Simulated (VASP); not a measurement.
CdSe:

```
Cd Se
1.0
     0.00000    3.07027    3.07027
     3.07027    0.00000    3.07027
     3.07027    3.07027    0.00000
Cd Se
1 1
Direct
  0.00000 0.00000 0.00000
  0.25000 0.25000 0.25000
```

Measurements of this composition are mostly on another form, of space group No. 186.

Base run:

* Program: VASP 6.6.1
* Functional: PBE
* Potentials or basis: VASP PAW PBE potentials, release 64 (Cd, Se)
* Cutoff: 520 eV
* k mesh: 8 × 8 × 8
* Occupations: fermi-dirac, width 0.05 eV
* Spin: no spin polarisation

Its results: band gap on the k mesh 0.55 eV, direct; pressure 1.6 GPa.

Question: The run is repeated on the same cell with these changes: functional from PBE to PBEsol. What comes out?

Answer: Band gap on the k mesh 0.43 eV, direct; pressure -1.1 GPa.

PBEsol binds more tightly than PBE, so the same cell stands under less pressure.

Caveats: the PAW data sets were made with another functional, which shifts forces and pressure a little (some runs).

A k mesh can miss the band edges.

Not every run made on this cell is shown here.
